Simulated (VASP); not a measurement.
SnSe, 2 atoms in the cell. Symmetry: Pm-3m, No. 221, cubic system. The conventional cell has a = 3.758 Å, b = 3.758 Å, c = 3.758 Å, α = 90.00°, β = 90.00°, γ = 90.00°. Around Sn (site symmetry m-3m) lie 8 Se at 3.25 Å. Se (site symmetry m-3m) is surrounded by 8 Sn at 3.25 Å. Measurements of this composition are mostly on another form, of space group No. 62. The cell isn't the ideal one: a relaxed cell with its volume scaled by 1.06.

```yaml
Program: VASP 6.6.1
Task: relaxation of the atoms
Functional: PBE
Potentials_or_basis: VASP PAW PBE potentials, release 64 (Sn_d, Se)
Cutoff: 600 eV
k_mesh: 8 × 8 × 8
Occupations: gaussian, width 0.03 eV
Spin: no spin polarisation
Further_INCAR_settings: ALGO = Normal; EDIFF = 1e-07; IBRION = 2; EDIFFG = -0.01; NSW = 40
```

Potentials or basis: VASP PAW PBE potentials, release 64 (Sn_d, Se).

The run is started by

```console
$ cat potpaw_PBE.64/Sn_d/POTCAR potpaw_PBE.64/Se/POTCAR > POTCAR
$ mpirun -np 1 vasp_std > vasp.out
```

Hardware: 1 thread of Intel(R) Xeon(R) 6975P-C (Granite Rapids) (shared host).

Problem. Estimate the wall time of this run.

Solution. Run time: 11 s on 1 thread of Intel(R) Xeon(R) 6975P-C (Granite Rapids) (shared host), peak memory 0.18 GiB. Counts: scf iterations 13, k points 35, ion steps 1.
